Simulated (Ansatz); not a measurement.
MnO:

```xyz
2
Lattice="0.0000 2.2239 2.2239 2.2239 0.0000 2.2239 2.2239 2.2239 0.0000" Properties=species:S:1:pos:R:3 pbc="T T T"
Mn    0.0000    0.0000    0.0000
O     2.2239    2.2239    2.2239
```

The cell is a database's computed one.

| Quantity | Value |
| --- | --- |
| Program | Ansatz 0.2.0 |
| Task | single point |
| Functional | PBEsol |
| Potentials or basis | all-electron LAPW, scalar-relativistic |
| Cutoff | 324 eV (chosen from the basis error) |
| Basis error allowed | 0.001 eV/atom |
| k mesh | 10 × 10 × 10 |
| Occupations | fermi-dirac, width 0.05 eV |
| Spin | collinear spin, ferromagnetic start |
| Starting moments | [4.0, 0.0] μB |

On this cell: pressure -7.1 GPa; largest force zero by symmetry; net moment 4.77 μB per cell; site moments Mn +4.31; O +0.23 μB; band gap on the k mesh none (metal or under the smearing width).

The same run follows on a disturbed copy (atoms moved at random, drawn with an rms of 0.05 Å):

```
CELL_PARAMETERS angstrom
0.00000 2.22391 2.22391
2.22391 0.00000 2.22391
2.22391 2.22391 0.00000
ATOMIC_POSITIONS crystal
Mn 0.98735 0.99248 0.01714
O 0.50496 0.51195 0.49104
```

What changes?

The energy (extrapolated to zero smearing) moves by +5.7 meV/atom; pressure -6.4 GPa; largest force 0.275 eV/Å; net moment 4.78 μB per cell; site moments Mn +4.27; O +0.23 μB; band gap on the k mesh none (metal or under the smearing width).

Forces on the atoms (eV/Å):
```
Mn  -0.043 -0.055  0.266
O    0.043  0.055 -0.266
```

Stress tensor (GPa, compression positive):
```
-6.81 -0.01  0.05
-0.01 -6.79  0.06
 0.05  0.06 -5.72
```

Caveats: a cell with one magnetic atom can't hold antiferromagnetic order, which such compounds often take; semilocal functionals often make such compounds metallic where correlation or magnetic order opens a gap, which also shifts bond lengths.
